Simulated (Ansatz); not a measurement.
**What moves the pressure of TePb?**

```yaml
crystal:
  lattice:
    - [4.00229, 0.00000, 0.00000]
    - [0.00000, 4.00229, 0.00000]
    - [0.00000, 0.00000, 4.00229]
  atoms:
    - { symbol: Te, position: [0.50000, 0.50000, 0.50000] }
    - { symbol: Pb, position: [0.00000, 0.00000, 0.00000] }
```

Atoms are numbered in the order listed.

Structure from Materials Project entry mp-20943 (possibly hypothetical), not relaxed further.

The calculation used DFT, PBE, all-electron LAPW, scalar-relativistic in Ansatz 0.2.0.

Numerical set-up: a Γ-centred 10×10×10 k mesh, Fermi–Dirac smearing of 0.08 eV, basis error target 1 meV/atom, no spin polarisation.

Spin–orbit coupling is off unless a change turns it on.

In this reference run the pressure is -0.2 GPa (positive in compression). Each change below is made alone, on the same k mesh, with fractional coordinates held unless an atom is moved; x, y and z are the Cartesian axes.

Problem. Order the changes by the shift of the pressure, most negative first.
A. functional lda
B. volume scaled by 1.02
C. xy engineering shear strain of +3 %
D. volume scaled by 0.98
E. functional pbesol

Solution. A (-3.9 GPa), E (-2.6 GPa), B (-0.7 GPa), C (0.0 GPa), D (+0.8 GPa).
